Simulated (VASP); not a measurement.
**Si in VASP: how settings move the PBEsol relaxation**

Aim: see what changed inputs do to the PBEsol relaxation of Si (diamond).

Program: VASP 6.6.1. PAW datasets, plane waves. (Simulation; spin polarisation is off.)

## Step 1: The cell

The cell comes from an earlier relaxation with PBE in another program.

The symmetry is Fd-3m (No. 227, cubic); conventional cell a = 5.470 Å, 20.46 Å³ an atom. Near Si stand 4 Si at 2.37 Å.

Structure file:

```xyz
2
Lattice="0.0000 2.7351 2.7351 2.7351 0.0000 2.7351 2.7351 2.7351 0.0000" Properties=species:S:1:pos:R:3 pbc="T T T"
Si    0.0000    0.0000    0.0000
Si    1.3676    1.3676    1.3676
```

## Step 2: Reference

INCAR reads:

```
ENCUT = 600.000000
SIGMA = 0.020000
EDIFF = 1.00e-07
EDIFFG = -5.00e-03
GGA = PS
PREC = Accurate
IBRION = 2
ISIF = 3
ISMEAR = -1
NBANDS = 11
NELM = 120
NSW = 40
LASPH = .TRUE.
LCHARG = .FALSE.
LWAVE = .FALSE.
LREAL = .FALSE.
```

KPOINTS reads:

```
KPOINTS created by Atomic Simulation Environment
0
Gamma
8 8 8
0 0 0
```

POSCAR reads:

```
Si
 1.0000000000000000
     0.0000000000000000    2.7351466448759321    2.7351466448759321
     2.7351466448759316    0.0000000000000000    2.7351466448759321
     2.7351466448759316    2.7351466448759321    0.0000000000000000
 Si
   2
Cartesian
 -0.0000000000000000  0.0000000000000000 -0.0000000000000000
  1.3675733224379658  1.3675733224379660  1.3675733224379660
```

Potentials: the recommended PBE PAW datasets, 8 valence electrons.

The run is started by

```
> mpirun -np 1 vasp_std
```

## Step 3: Try 1

INCAR, as its differences from that of step 2:

```diff
@@ -10,3 +10,2 @@
 NBANDS = 11
-NELM = 120
 NSW = 40
@@ -16 +15,3 @@
 LREAL = .FALSE.
+MAXMIX = 5
+NELM = 77
```

KPOINTS is that of step 2.

POSCAR is that of step 2.

## Step 4: Try 2

INCAR, as its differences from that of step 2:

```diff
@@ -2,3 +2,2 @@
 SIGMA = 0.020000
-EDIFF = 1.00e-07
 EDIFFG = -5.00e-03
@@ -16 +15,3 @@
 LREAL = .FALSE.
+EDIFF = 1e-09
+IVDW = 12
```

KPOINTS is that of step 2.

POSCAR is that of step 2.

## Step 5: Try 3

INCAR reads:

```
ENCUT = 600.000000
EDIFF = 1.00e-07
EDIFFG = -5.00e-03
GGA = PS
PREC = Accurate
IBRION = 2
ISIF = 3
NBANDS = 11
NELM = 120
NSW = 40
LASPH = .TRUE.
LCHARG = .FALSE.
LWAVE = .FALSE.
LREAL = .FALSE.
ISMEAR = 2
SIGMA = 0.005
```

KPOINTS is that of step 2.

POSCAR is that of step 2.

## Step 6: Try 4

INCAR, as its differences from that of step 2:

```diff
@@ -10,4 +10,2 @@
 NBANDS = 11
-NELM = 120
-NSW = 40
 LASPH = .TRUE.
@@ -16 +14,3 @@
 LREAL = .FALSE.
+NELM = 98
+NSW = 30
```

KPOINTS reads:

```
KPOINTS created by Atomic Simulation Environment
0
Gamma
4 4 4
0 0 0
```

POSCAR reads:

```
Si
 1.0000000000000000
     0.0000000000000000    5.1686800000000002    5.1686800000000002
     5.1686800000000002    0.0000000000000000    5.1686800000000002
     5.1686800000000002    5.1686800000000002    0.0000000000000000
 Si
   2
Cartesian
 -0.0000000000000000  0.0000000000000000 -0.0000000000000000
  2.5843400000000001  2.5843400000000001  2.5843400000000001
```

Before running it: what results should come out? Wanted: for each run, changed; ending; energy change; volume; electronic steps; usable.

The runs gave:

| run | changed | ending | energy change (meV/atom) | volume (Å³/atom) | electronic steps | time | usable |
| --- | --- | --- | --- | --- | --- | --- | --- |
| ref. | – | converged | 0 | 20.078 | 26 | 10 s | yes |
| 1 | MAXMIX = 5, NELM = 77 | converged | 0.0 | 20.078 | 22 | 9.1 s | yes |
| 2 | EDIFF = 1e-09, IVDW = 12 | converged | – | 19.661 | 36 | 14 s | yes |
| 3 | ISMEAR = 2, SIGMA = 0.005 | converged | 0.0 | 20.078 | 26 | 10 s | yes |
| 4 | mesh 4×4×4, another POSCAR | converged | 96.0 | 20.216 | 110 | 2.6 min | no |

Of 4 altered inputs, 1 ended normally on a faulty or unsound input, 3 gave usable results.
